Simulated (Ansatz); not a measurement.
**Mo under changes of volume**

One of the cells (15.892 Å³/atom); the others are scaled copies at fixed shape and fractional positions:

```
Mo
1.0
    -1.58381    1.58381    1.58381
     1.58381   -1.58381    1.58381
     1.58381    1.58381   -1.58381
Mo
1
Direct
  0.00000 0.00000 0.00000
```

- Program: Ansatz 0.2.0
- Functional: PBEsol
- Potentials or basis: Ansatz PAW
- Cutoff: 420 eV (not typed: the program's choice for these potentials)
- k mesh: 12 × 12 × 12
- Occupations: fermi-dirac, width 0.05 eV
- Spin: no spin polarisation

```csv
volume (Å³/atom),energy over the lowest point (meV/atom),pressure (GPa)
14.938,8.43,7.5
15.256,0.00,1.2
15.574,3.49,-4.5
15.892,?,?
16.209,41.37,-14.2
16.527,73.66,-18.3
16.845,113.63,-21.9
```

What does the run at 15.892 Å³/atom give?

Energy over the lowest point 17.65 meV/atom; pressure -9.6 GPa.

Worked out: A Birch-Murnaghan fit of order 3 (a polynomial in V^(-2/3)) to the other rows has its minimum at 15.32 Å³/atom with B0 = V·E''(V) = 284 GPa and B' = 4.4. It gives 17.69 meV/atom at 15.892 Å³/atom, against the run's 17.65, and -dE/dV = -9.7 GPa, against -9.6.

Energies are extrapolated to zero smearing.

Caveats: the PAW data sets come from PBE, with cores solved anew for the run's functional, which leaves a small shift of forces and pressure.
